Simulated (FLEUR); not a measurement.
# BP (F-43m) in FLEUR: further runs

Aim: see how the results for BP move with the level of theory and the settings. Levels: HSE06, PBEsol. Tasks: single point.

All numbers are computed with FLEUR, more than one build; they aren't measurements. Logs are shortened: lines on timing, memory, paths and dates and some standing lists are left out, and cuts for length are marked.

## Step 1: The crystal as given

Symmetry: F-43m, No. 216, cubic system. Conventional cell: a = 4.538 Å, b = 4.538 Å, c = 4.538 Å, α = 90.00°, β = 90.00°, γ = 90.00°. Around P (site symmetry -43m) lie 4 B at 1.97 Å. B (site symmetry -43m) has 4 P at 1.97 Å as nearest neighbours.

## Step 2: Single point, HSE06

Input file inp.xml:

```xml
<?xml version="1.0" encoding="UTF-8" standalone="no"?>
<fleurInput fleurInputVersion="0.39">
   <comment>
      BP                                                                                                  
   </comment>
   <calculationSetup>
      <cutoffs Kmax="5.33" Gmax="16.5" GmaxXC="16.5" numbands="35"/>
      <scfLoop itmax="30" minDistance="0.0001" maxIterBroyd="15" imix="Anderson" alpha="0.05" precondParam="0.0" spinf="2.0"/>
      <coreElectrons ctail="T" frcor="F" kcrel="0" coretail_lmax="0"/>
      <xcFunctional name="hse" relativisticCorrections="F"/>
      <magnetism jspins="1"/>
      <prodBasis gcutm="3.0" bands="31" tolerance="0.0001" lexp="16" ewaldlambda="3"/>
      <soc l_soc="F" theta="0.0" phi="0.0" spav="F"/>
      <expertModes spex="0" secvar="F"/>
      <geometryOptimization l_f="F" forcealpha="1.0" forcemix="BFGS" epsdisp="0.00001" epsforce="0.00001"/>
      <ldaU l_linMix="F" mixParam="0.05" spinf="1.0"/>
   </calculationSetup>
   <cell>
      <bzIntegration valenceElectrons="14.0" mode="hist" fermiSmearingEnergy="0.00183747">
         <kPointListSelection listName="default-1"/>
         <!-- k-points included here -->
         <xi:include xmlns:xi="http://www.w3.org/2001/XInclude" href="kpts.xml"> </xi:include>
      </bzIntegration>
      <!-- symmetry operations included here -->
      <xi:include xmlns:xi="http://www.w3.org/2001/XInclude" href="sym.xml"> </xi:include>
      <bulkLattice scale="1.0">
         <bravaisMatrix>
            <row-1>    0.0000000000000000     4.2877885767174000     4.2877885767174000</row-1>
            <row-2>    4.2877885767174000     0.0000000000000000     4.2877885767174000</row-2>
            <row-3>    4.2877885767174000     4.2877885767174000     0.0000000000000000</row-3>
         </bravaisMatrix>
      </bulkLattice>
   </cell>
   <atomSpecies>
      <species name="Phosphorous (P)" element="P" atomicNumber="15">
         <mtSphere radius="1.84" gridPoints="609" logIncrement="0.019"/>
         <atomicCutoffs lmax="8" lnonsphr="8"/>
         <electronConfig flipSpins="F">
            <coreConfig>(1s1/2) (2s1/2)</coreConfig>
            <valenceConfig>(2p1/2) (2p3/2) (3s1/2) (3p1/2) (3p3/2)</valenceConfig>
            <stateOccupation state="(3p1/2)" spinUp="0.500000" spinDown="0.500000"/>
            <stateOccupation state="(3p3/2)" spinUp="1.000000" spinDown="1.000000"/>
         </electronConfig>
         <energyParameters s="3" p="3" d="3" f="4"/>
         <prodBasis lcutm="4" lcutwf="8" select="4 0 4 2"/>
         <lo type="SCLO" l="1" n="2" eDeriv="0"/>
         <lo type="SCLO" l="0" n="3" eDeriv="2"/>
         <lo type="SCLO" l="2" n="3" eDeriv="2"/>
         <lo type="SCLO" l="3" n="4" eDeriv="2"/>
      </species>
      <species name="Boron (B)" element="B" atomicNumber="5">
         <mtSphere radius="1.6" gridPoints="529" logIncrement="0.019"/>
         <atomicCutoffs lmax="8" lnonsphr="8"/>
         <electronConfig flipSpins="F">
            <coreConfig>(1s1/2)</coreConfig>
            <valenceConfig>(2s1/2) (2p1/2) (2p3/2)</valenceConfig>
            <stateOccupation state="(2p1/2)" spinUp="0.166667" spinDown="0.166667"/>
            <stateOccupation state="(2p3/2)" spinUp="0.333333" spinDown="0.333333"/>
         </electronConfig>
         <energyParameters s="2" p="2" d="3" f="4"/>
         <prodBasis lcutm="4" lcutwf="8" select="4 0 4 2"/>
         <lo type="SCLO" l="0" n="2" eDeriv="2"/>
         <lo type="SCLO" l="1" n="2" eDeriv="2"/>
         <lo type="SCLO" l="2" n="3" eDeriv="2"/>
      </species>
   </atomSpecies>
   <atomGroups>
      <atomGroup species="Phosphorous (P)">
         <relPos label="                   1">-1.000/4.000 -1.000/4.000 -1.000/4.000</relPos>
         <force calculate="T" relaxXYZ="TTT"/>
      </atomGroup>
      <atomGroup species="Boron (B)">
         <relPos label="                   2">.0000000000 .0000000000 .0000000000</relPos>
         <force calculate="T" relaxXYZ="TTT"/>
      </atomGroup>
   </atomGroups>
   <output dos="F" band="F" slice="F">
      <checks vchk="F" cdinf="F"/>
      <bandDOS minEnergy="-.5*Htr" maxEnergy="0.5*Htr" sigma="0.015" storeEVData="T"/>
      <vacuumDOS vacdos="F" integ="F" star="F" nstars="0" locx1="0.0" locy1="0.0" locx2="0.0" locy2="0.0" nstm="0" tworkf="0.0"/>
      <unfoldingBand unfoldBand="F" supercellX="1" supercellY="1" supercellZ="1"/>
      <plotting iplot="0" polar="F">
         <plot TwoD="T" vec1="  1.0  0.0  0.0" vec2="  0.0  1.0  0.0" vec3="  0.0  0.0  1.0" zero="  0.0  0.0  0.0" file="plot"/>
      </plotting>
      <chargeDensitySlicing numkpt="0" minEigenval="0.0" maxEigenval="0.0" nnne="0" pallst="F"/>
      <specialOutput eonly="F"/>
      <magneticCircularDichroism mcd="F" energyLo="-10.0" energyUp="0.0"/>
   </output>
  <!-- We include the file relax.xml here to enable relaxations (see documentation) -->
  <xi:include xmlns:xi="http://www.w3.org/2001/XInclude" href="relax.xml"> <xi:fallback/> </xi:include>
</fleurInput>
```

Input file crystal.txt:

```
BP
&input cartesian=F /
0.0000000000  2.2690000000  2.2690000000
2.2690000000  0.0000000000  2.2690000000
2.2690000000  2.2690000000  0.0000000000
1.8897261246
1.0 1.0 1.0

2
15 0.7500000000  0.7500000000  0.7500000000
5 0.0000000000  0.0000000000  0.0000000000

&kpt div1=6 div2=6 div3=6 gamma=T /
```

Potentials or basis: all-electron, FLAPW.

Started as:

```sh
inpgen -f crystal.txt -profile fastHighL; OMP_NUM_THREADS=2 fleur -warn_only
```

Output:

```text
Welcome to FLEUR        (www.flapw.de)
      MaX-Release 8.1          (www.max-centre.eu)
************FLEUR-Warning*****************
Error message: Hybrid calculations should always use HDF5
*****************************************
 bands (prodBasis in inp.xml) is read and not used: the non-local exchange is built in the LAPW basis itself, without a cut in the bands.

 ========== k-point set info ==========
 Selected k-point list: default-1
 k-point list type: mesh
 6 x 6 x 6
 Number of k points: 16

 ------------Calculation Setup---------------------------
 Number of OMP-threads    :            2
 Number of basis functions:          475
 Approximate size of matrices (H+S) per k-point:         0.007 GB
 --------------------------------------------------------
 Iteration:           1  Distance:   15.498185670465977       hyb distance:  -1.0000000000000000
 Iteration:           2  Distance:   14.320964281168303       hyb distance:   15.498185670465977
 Iteration:           3  Distance:   5.8080046386828430       hyb distance:   14.320964281168303
 Iteration:           4  Distance:   2.2955900001639469       hyb distance:   5.8080046386828430
 Iteration:           5  Distance:  0.97333511457790534       hyb distance:   2.2955900001639469
 Iteration:           6  Distance:  0.17661858696205093       hyb distance:  0.97333511457790534
 Iteration:           7  Distance:  0.14585623198158057       hyb distance:  0.17661858696205093
 Iteration:           8  Distance:   1.3063748045817494E-002  hyb distance:  0.14585623198158057
 Iteration:           9  Distance:   1.3046609024647559E-002  hyb distance:   1.3063748045817494E-002
 Iteration:          10  Distance:   2.1686825124025114E-003  hyb distance:   1.3046609024647559E-002
 Iteration:          11  Distance:   3.9594723877020501E-004  hyb distance:   2.1686825124025114E-003
 Iteration:          12  Distance:   1.2666710375887198E-004  hyb distance:   3.9594723877020501E-004
 Iteration:          13  Distance:   6.4364734523237605E-006  hyb distance:   1.2666710375887198E-004
 iterHF =    1
 start of coulomb calculation
 coulomb pw-loop nk: (1/16)
 coulomb pw-loop nk: (2/16)
 coulomb pw-loop nk: (3/16)
 coulomb pw-loop nk: (4/16)
 coulomb pw-loop nk: (5/16)
 coulomb pw-loop nk: (6/16)
[... 8 lines left out ...]
 coulomb pw-loop nk: (15/16)
 coulomb pw-loop nk: (16/16)
 kpoint=            1
 calculate new HF matrix
 exchange_valence_hf
 Divergence:   1.1179513235568597
 core exchange calculation
 Screening parameter:   0.11000000000000000
 kpoint=            2
 exchange_valence_hf
 core exchange calculation
 Screening parameter:   0.11000000000000000
 kpoint=            3
 exchange_valence_hf
 core exchange calculation
 Screening parameter:   0.11000000000000000
 kpoint=            4
 exchange_valence_hf
 core exchange calculation
 Screening parameter:   0.11000000000000000
 kpoint=            5
 exchange_valence_hf
 core exchange calculation
 Screening parameter:   0.11000000000000000
 kpoint=            6
 exchange_valence_hf
 core exchange calculation
 Screening parameter:   0.11000000000000000
 kpoint=            7
 exchange_valence_hf
 core exchange calculation
 Screening parameter:   0.11000000000000000
 kpoint=            8
 exchange_valence_hf
 core exchange calculation
 Screening parameter:   0.11000000000000000
 kpoint=            9
 exchange_valence_hf
 core exchange calculation
 Screening parameter:   0.11000000000000000
 kpoint=           10
 exchange_valence_hf
 core exchange calculation
 Screening parameter:   0.11000000000000000
 kpoint=           11
 exchange_valence_hf
 core exchange calculation
 Screening parameter:   0.11000000000000000
 kpoint=           12
 exchange_valence_hf
 core exchange calculation
 Screening parameter:   0.11000000000000000
 kpoint=           13
 exchange_valence_hf
 core exchange calculation
 Screening parameter:   0.11000000000000000
 kpoint=           14
 exchange_valence_hf
 core exchange calculation
 Screening parameter:   0.11000000000000000
 kpoint=           15
 exchange_valence_hf
 core exchange calculation
 Screening parameter:   0.11000000000000000
 kpoint=           16
 exchange_valence_hf
 core exchange calculation
 Screening parameter:   0.11000000000000000
 Reset of history
 Iteration:           0  Distance:  0.99128173732553837       hyb distance:   6.4364734523237605E-006
 Iteration:           1  Distance:  0.93210027320583533       hyb distance:  0.99128173732553837
 Iteration:           2  Distance:  0.19119687299622778       hyb distance:  0.93210027320583533
 Iteration:           3  Distance:   3.9445455970500115E-002  hyb distance:  0.19119687299622778
 Iteration:           4  Distance:   3.2875483874832662E-002  hyb distance:   3.9445455970500115E-002
 Iteration:           5  Distance:   2.0339137092686955E-003  hyb distance:   3.2875483874832662E-002
 Iteration:           6  Distance:   5.1465190170070811E-004  hyb distance:   2.0339137092686955E-003
 Iteration:           7  Distance:   3.0576045850882425E-004  hyb distance:   5.1465190170070811E-004
 Iteration:           8  Distance:   4.8220473250814475E-005  hyb distance:   3.0576045850882425E-004
 Iteration:           9  Distance:  0.14127672166437336       hyb distance:   4.8220473250814475E-005
 iterHF =    2
 start of coulomb calculation
 coulomb pw-loop nk: (1/16)
 coulomb pw-loop nk: (2/16)
 coulomb pw-loop nk: (3/16)
 coulomb pw-loop nk: (4/16)
 coulomb pw-loop nk: (5/16)
 coulomb pw-loop nk: (6/16)
[... 8 lines left out ...]
 coulomb pw-loop nk: (15/16)
 coulomb pw-loop nk: (16/16)
 kpoint=            1
 calculate new HF matrix
 exchange_valence_hf
 core exchange calculation
 Screening parameter:   0.11000000000000000
 kpoint=            2
 exchange_valence_hf
 core exchange calculation
 Screening parameter:   0.11000000000000000
 kpoint=            3
 exchange_valence_hf
 core exchange calculation
 Screening parameter:   0.11000000000000000
 kpoint=            4
 exchange_valence_hf
 core exchange calculation
 Screening parameter:   0.11000000000000000
 kpoint=            5
 exchange_valence_hf
 core exchange calculation
 Screening parameter:   0.11000000000000000
 kpoint=            6
 exchange_valence_hf
 core exchange calculation
 Screening parameter:   0.11000000000000000
 kpoint=            7
 exchange_valence_hf
 core exchange calculation
 Screening parameter:   0.11000000000000000
 kpoint=            8
 exchange_valence_hf
[... 400 lines left out ...]
 start of coulomb calculation
 coulomb pw-loop nk: (1/16)
 coulomb pw-loop nk: (2/16)
 coulomb pw-loop nk: (3/16)
 coulomb pw-loop nk: (4/16)
 coulomb pw-loop nk: (5/16)
 coulomb pw-loop nk: (6/16)
[... 8 lines left out ...]
 coulomb pw-loop nk: (15/16)
 coulomb pw-loop nk: (16/16)
 kpoint=            1
 calculate new HF matrix
 exchange_valence_hf
 core exchange calculation
 Screening parameter:   0.11000000000000000
 kpoint=            2
 exchange_valence_hf
 core exchange calculation
 Screening parameter:   0.11000000000000000
 kpoint=            3
 exchange_valence_hf
 core exchange calculation
 Screening parameter:   0.11000000000000000
 kpoint=            4
 exchange_valence_hf
 core exchange calculation
 Screening parameter:   0.11000000000000000
 kpoint=            5
 exchange_valence_hf
 core exchange calculation
 Screening parameter:   0.11000000000000000
 kpoint=            6
 exchange_valence_hf
 core exchange calculation
 Screening parameter:   0.11000000000000000
 kpoint=            7
 exchange_valence_hf
 core exchange calculation
 Screening parameter:   0.11000000000000000
 kpoint=            8
 exchange_valence_hf
 core exchange calculation
 Screening parameter:   0.11000000000000000
 kpoint=            9
 exchange_valence_hf
 core exchange calculation
 Screening parameter:   0.11000000000000000
 kpoint=           10
 exchange_valence_hf
 core exchange calculation
 Screening parameter:   0.11000000000000000
 kpoint=           11
 exchange_valence_hf
 core exchange calculation
 Screening parameter:   0.11000000000000000
 kpoint=           12
 exchange_valence_hf
 core exchange calculation
 Screening parameter:   0.11000000000000000
 kpoint=           13
 exchange_valence_hf
 core exchange calculation
 Screening parameter:   0.11000000000000000
 kpoint=           14
 exchange_valence_hf
 core exchange calculation
 Screening parameter:   0.11000000000000000
 kpoint=           15
 exchange_valence_hf
 core exchange calculation
 Screening parameter:   0.11000000000000000
 kpoint=           16
 exchange_valence_hf
 core exchange calculation
 Screening parameter:   0.11000000000000000
 Reset of history
 Iteration:           0  Distance:   7.6474837216902630E-006  hyb distance:   2.1587757698451536E-005

 ********************************************************************
 Run finished successfully
 Stop message:
   all done
 ********************************************************************
```

Wall time 38 min (2 threads of AMD EPYC 7R13 (Zen 3), shared host); peak memory 0.25 GiB.

What came out:

```yaml
Free_energy: -9986.6681 eV
Band_gap_on_the_k_mesh: 2.07 eV, indirect (least direct gap 4.35 eV)
Valence_electrons_inside_the_program's_atomic_spheres: P 8.36; B 1.57 (radii P 1.84, B 1.6 bohr)
```

Levels at points of the mesh, in eV from the valence-band top:
| k point | band 4 | band 5 | band 6 | band 7 | band 8 | band 9 | band 10 | band 11 |
| --- | --- | --- | --- | --- | --- | --- | --- | --- |
| (0.00, 0.00, 0.00) | -17.09 | 0.00 | 0.00 | 0.00 | 4.35 | 4.35 | 4.35 | 8.69 |
| (0.00, 0.00, 0.50) | -13.43 | -10.00 | -1.93 | -1.93 | 4.74 | 5.72 | 5.72 | 11.36 |
| (0.00, 0.50, 0.50) | -11.70 | -9.57 | -4.52 | -4.52 | 2.07 | 2.41 | 13.80 | 13.80 |

Core levels (eV from the Fermi level):
| atom | levels |
| --- | --- |
| 1 P | 1s1/2 -2077.7, 2s1/2 -167.9 |
| 2 B | 1s1/2 -172.7 |

Caveat: core states are solved in the semilocal potential.

## Step 3: Single point, PBEsol

Edit inp.xml of step 2 so:

```diff
@@ -6,8 +6,7 @@
    <calculationSetup>
-      <cutoffs Kmax="5.33" Gmax="16.5" GmaxXC="16.5" numbands="35"/>
-      <scfLoop itmax="30" minDistance="0.0001" maxIterBroyd="15" imix="Anderson" alpha="0.05" precondParam="0.0" spinf="2.0"/>
+      <cutoffs Kmax="5.47" Gmax="17.0" GmaxXC="17.0" numbands="0"/>
+      <scfLoop itmax="60" minDistance="0.00001" maxIterBroyd="15" imix="Anderson" alpha="0.05" precondParam="0.0" spinf="2.0" sdNocoIR="T"/>
       <coreElectrons ctail="T" frcor="F" kcrel="0" coretail_lmax="0"/>
-      <xcFunctional name="hse" relativisticCorrections="F"/>
+      <xcFunctional name="PBEs" relativisticCorrections="F"/>
       <magnetism jspins="1"/>
-      <prodBasis gcutm="3.0" bands="31" tolerance="0.0001" lexp="16" ewaldlambda="3"/>
       <soc l_soc="F" theta="0.0" phi="0.0" spav="F"/>
@@ -35,3 +34,3 @@
       <species name="Phosphorous (P)" element="P" atomicNumber="15">
-         <mtSphere radius="1.84" gridPoints="609" logIncrement="0.019"/>
+         <mtSphere radius="1.79" gridPoints="609" logIncrement="0.019"/>
          <atomicCutoffs lmax="8" lnonsphr="8"/>
@@ -44,3 +43,2 @@
          <energyParameters s="3" p="3" d="3" f="4"/>
-         <prodBasis lcutm="4" lcutwf="8" select="4 0 4 2"/>
          <lo type="SCLO" l="1" n="2" eDeriv="0"/>
@@ -51,3 +49,3 @@
       <species name="Boron (B)" element="B" atomicNumber="5">
-         <mtSphere radius="1.6" gridPoints="529" logIncrement="0.019"/>
+         <mtSphere radius="1.55" gridPoints="529" logIncrement="0.019"/>
          <atomicCutoffs lmax="8" lnonsphr="8"/>
@@ -60,3 +58,2 @@
          <energyParameters s="2" p="2" d="3" f="4"/>
-         <prodBasis lcutm="4" lcutwf="8" select="4 0 4 2"/>
          <lo type="SCLO" l="0" n="2" eDeriv="2"/>
@@ -86,2 +83,3 @@
       <specialOutput eonly="F"/>
+      <moessbauerParams electricFieldGradient="T" isomerShift="T" coreHyperfine="T" valenceHyperfine="T"/>
       <magneticCircularDichroism mcd="F" energyLo="-10.0" energyUp="0.0"/>
```

Edit crystal.txt of step 2 so:

```diff
@@ -12,2 +12,2 @@
 
-&kpt div1=6 div2=6 div3=6 gamma=T /
+&kpt div1=10 div2=10 div3=10 gamma=T /
```

Potentials or basis: all-electron, FLAPW.

Started as:

```sh
inpgen -f crystal.txt -profile fastHighL
# inp.xml edited to the form shown
fleur_MPI
```

Wall time 60 s (1 thread of Intel Xeon Platinum 8488C (Sapphire Rapids), shared host); peak memory 0.06 GiB.

Results (log left out):

```
Free energy                                           : -9967.1839 eV
Band gap on the k mesh                                : 1.14 eV, indirect (least direct gap 3.37 eV)
Valence electrons inside the program's atomic spheres : P 8.20; B 1.45 (radii P 1.79, B 1.55 bohr)
```

Levels at points of the mesh, in eV from the valence-band top:
```csv
k point,band 4,band 5,band 6,band 7,band 8,band 9,band 10,band 11,band 12
"(0.00, 0.00, 0.00)",-15.49,0.00,0.00,0.00,3.37,3.37,3.37,7.35,11.26
"(0.00, 0.00, 0.50)",-12.14,-9.08,-1.76,-1.76,3.73,4.65,4.65,9.94,14.43
"(0.00, 0.50, 0.50)",-10.61,-8.59,-4.14,-4.14,1.23,1.52,12.05,12.05,15.13
```

Core levels (eV from the Fermi level):
```tsv
atom	levels
1 P	1s1/2 -2074.4, 2s1/2 -168.0
2 B	1s1/2 -171.9
```
